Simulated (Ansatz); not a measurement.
Runs of Ansatz 0.2.0 on TaN. Symmetry: P-6m2, No. 187, hexagonal system. Conventional cell: a = 2.938 Å, b = 2.938 Å, c = 2.883 Å, α = 90.00°, β = 90.00°, γ = 120.00°. Around Ta (site symmetry -6m2) lie 6 N at 2.23 Å. Around N (site symmetry -6m2) lie 6 Ta at 2.23 Å. 

| task | level | spin | cell | k mesh | cutoff (eV) | points for each segment of the path | gap on the mesh (eV) | pressure (GPa) | relaxed volume (Å³/atom) |
| --- | --- | --- | --- | --- | --- | --- | --- | --- | --- |
| band structure | HSEsol | off | as given | 5 × 5 × 5 | 420 | 4 | none | -9.7 | - |
| relaxation of cell and atoms | HSE06 | off | relaxed | 5 × 5 × 5 | 420 | - | none | 0.0 | (c) |
| single point | HSE06 | SOC, no magnetisation | as given | 4 × 4 × 4 | 420 | - | 0.81 | -3.3 | - |
| single point | r2SCANh | off | as given | 5 × 5 × 5 | 500 | - | none | -2.6 | - |
| single point | r2SCAN50 | off | as given | 5 × 5 × 5 | 500 | - | none | (b) | - |
| relaxation of cell and atoms | B3LYP | off | relaxed | 5 × 5 × 5 | 420 | - | none | 0.0 | (a) |
| relaxation of cell and atoms | HSEsol | off | relaxed | 5 × 5 × 5 | 420 | - | none | 0.0 | 10.50 |
| relaxation of cell and atoms | HSE03 | off | relaxed | 5 × 5 × 5 | 420 | - | none | 0.0 | 10.69 |

Alike in all rows: potentials or basis Ansatz PAW; smearing fermi-dirac 0.05 eV; the mesh is coarse, so values aren't converged.

Problem. Fill in the values left out.

Solution. (a) 10.99; (b) -11.1; (c) 10.67.

Caveats: all runs use coarse meshes; the PAW data sets come from PBE, with cores solved anew for the run's functional, which leaves a small shift of forces and pressure; the thresholds are loose for stress (some runs); the plane-wave basis is chosen anew once the cell has moved, so the energies of steps on either side of that aren't comparable (some runs); spin-orbit coupling is left out, which moves the levels of the heavy elements (some runs).

A k mesh can miss the band edges, and rows without SOC leave out spin-orbit coupling on Ta.

A gap of «none» marks a metal or a gap under the smearing width.
